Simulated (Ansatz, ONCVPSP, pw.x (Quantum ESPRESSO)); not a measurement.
## silver (Ag): does the ONCV potential hold in the solid?

| Property | Result |
| --- | --- |
| Element | silver (Ag) |
| Generator | ONCVPSP 4.0.1.1 (patched build) |
| Type | optimised norm-conserving Vanderbilt (ONCV) |
| Functional | PBE |
| Relativity | scalar-relativistic |
| Frozen core | [Ar] 3d10 |
| Valence charge | 19 |
| Reference configuration | 4s2 4p6 4d10 5s0.5 5p0.5 |
| Partial waves | 4s+5s: rc 1.40 bohr, ncon 5, nbas 10, qcut 8.4 1/bohr, 2 projectors; 4p+5p: rc 1.95 bohr, ncon 4, nbas 8, qcut 7.8 1/bohr, 2 projectors; 4d: rc 1.65 bohr, ncon 4, nbas 9, qcut 9.6 1/bohr, 2 projectors, debl 2.1 Ha; f scattering state at 0.28 Ha: rc 2.00 bohr, ncon 4, nbas 8, qcut 4.9 1/bohr, 1 projector |
| Local potential | polynomial inside 1.15 bohr (lpopt 5, dvloc0 0 Ha) |
| Core correction | none |

Crystal test: bcc Ag in pw.x 7.5, no spin, 14³ k-points, Fermi–Dirac smearing 0.01 Ry, cutoffs 85/340 Ry. The reference is all-electron LAPW (Ansatz 0.2.0) with the same functional, mesh and smearing; V0 and B0 come from Birch–Murnaghan fits to the pressures at five volumes. Errors are pseudo minus all-electron; Δ is the rms difference of the E(V) curves that follow from these fits, minima aligned, over ±6 % about the mean V0. Mesh and smearing are coarse, so the numbers serve the comparison and aren't converged zero-temperature values; the lattice is a test structure that the element need not adopt.

```csv
V (Å³/atom),P all-electron (GPa),P pseudo (GPa)
17.054,5.55,4.95
17.503,2.69,2.13
17.952,0.27,-0.26
18.401,-1.78,-2.28
18.850,-3.51,-4.00
```

All-electron: a0 = 3.302 Å (V0 = 18.01 Å³/atom), B0 = 87.5 GPa.

Pseudopotential: mean pressure error (GPa): -0.53; a0 (Å): 3.296; a0 error (%): -0.20; B0 error (%): +2.1; Δ (meV/atom): 2.1. Atomic configuration tests: 1 of 4 tests not solved or not reliable.

Q: At the middle volume, how do free energy and pressure move when the wave cutoff is lowered (ecutrho kept at four times it)?

A:

```csv
cutoff (Ry),shift of F (meV/atom),shift of P (GPa)
38,+11845.2,-383.23
51,+1491.9,-81.30
68,+33.9,-3.99
```

Input at the middle volume:

```
&control
  calculation='scf', prefix='x', pseudo_dir='./', outdir='./tmp', tstress=.true., disk_io='low'
/
&system
  ibrav=0, nat=1, ntyp=1, ecutwfc=85, ecutrho=340, nbnd=18,
  occupations='smearing', smearing='fd', degauss=0.01
/
&electrons
  conv_thr=1e-09, mixing_beta=0.4, electron_maxstep=70
/
ATOMIC_SPECIES
Ag 1.0 Ag.UPF
CELL_PARAMETERS angstrom
  -1.64949479 1.64949479 1.64949479
  1.64949479 -1.64949479 1.64949479
  1.64949479 1.64949479 -1.64949479
ATOMIC_POSITIONS crystal
Ag 0.0000 0.0000 0.0000
K_POINTS automatic
14 14 14 0 0 0
```

```bash
pw.x < Ag.scf.in > Ag.scf.out
```

Lines of the output:

```
Message from routine setup:
     using ibrav=0 with symmetry is DISCOURAGED, use correct ibrav instead
     lattice parameter (alat)  =       5.3990  a.u.
     unit-cell volume          =     121.1461 (a.u.)^3
     number of electrons       =        19.00
     number of Kohn-Sham states=           18
     kinetic-energy cutoff     =      85.0000  Ry
     charge density cutoff     =     340.0000  Ry
     scf convergence threshold =      1.0E-09
     Exchange-correlation= PBE
     number of k points=   104  Fermi-Dirac smearing, width (Ry)=  0.0100
     iteration #  1     ecut=    85.00 Ry     beta= 0.40
     total energy              =    -294.14862310 Ry
     estimated scf accuracy    <       0.11980980 Ry
     iteration #  2     ecut=    85.00 Ry     beta= 0.40
     total energy              =    -294.17629859 Ry
     estimated scf accuracy    <       0.00424998 Ry
     iteration #  3     ecut=    85.00 Ry     beta= 0.40
     total energy              =    -294.17659297 Ry
     estimated scf accuracy    <       0.00074144 Ry
     iteration #  4     ecut=    85.00 Ry     beta= 0.40
     total energy              =    -294.17667311 Ry
     estimated scf accuracy    <       0.00004670 Ry
     iteration #  5     ecut=    85.00 Ry     beta= 0.40
     total energy              =    -294.17666137 Ry
     estimated scf accuracy    <       0.00002333 Ry
     iteration #  6     ecut=    85.00 Ry     beta= 0.40
     total energy              =    -294.17666642 Ry
     estimated scf accuracy    <       0.00000023 Ry
     iteration #  7     ecut=    85.00 Ry     beta= 0.40
     total energy              =    -294.17666638 Ry
     estimated scf accuracy    <       0.00000017 Ry
     iteration #  8     ecut=    85.00 Ry     beta= 0.40
     total energy              =    -294.17666638 Ry
     estimated scf accuracy    <       0.00000003 Ry
     iteration #  9     ecut=    85.00 Ry     beta= 0.40
     total energy              =    -294.17666638 Ry
     estimated scf accuracy    <          2.0E-09 Ry
     iteration # 10     ecut=    85.00 Ry     beta= 0.40
     total energy              =    -294.17666638 Ry
     estimated scf accuracy    <          1.2E-09 Ry
     iteration # 11     ecut=    85.00 Ry     beta= 0.40
     the Fermi energy is    16.3171 ev
!    total energy              =    -294.17666638 Ry
     estimated scf accuracy    <          6.1E-12 Ry
     smearing contrib. (-TS)   =      -0.00168080 Ry
     The total energy is F=E-TS. E is the sum of the following terms:
     one-electron contribution =    -128.88802645 Ry
     hartree contribution      =      73.41461796 Ry
     xc contribution           =     -27.96626893 Ry
     ewald contribution        =    -210.73530817 Ry
     convergence has been achieved in  11 iterations
          total   stress  (Ry/bohr**3)                   (kbar)     P=       -2.58
```

The run at the middle volume (104 k-points, 11 iterations) took about 56 s on one core of a shared host (Neoverse-N1, 64 threads, 124 GiB, load 57).
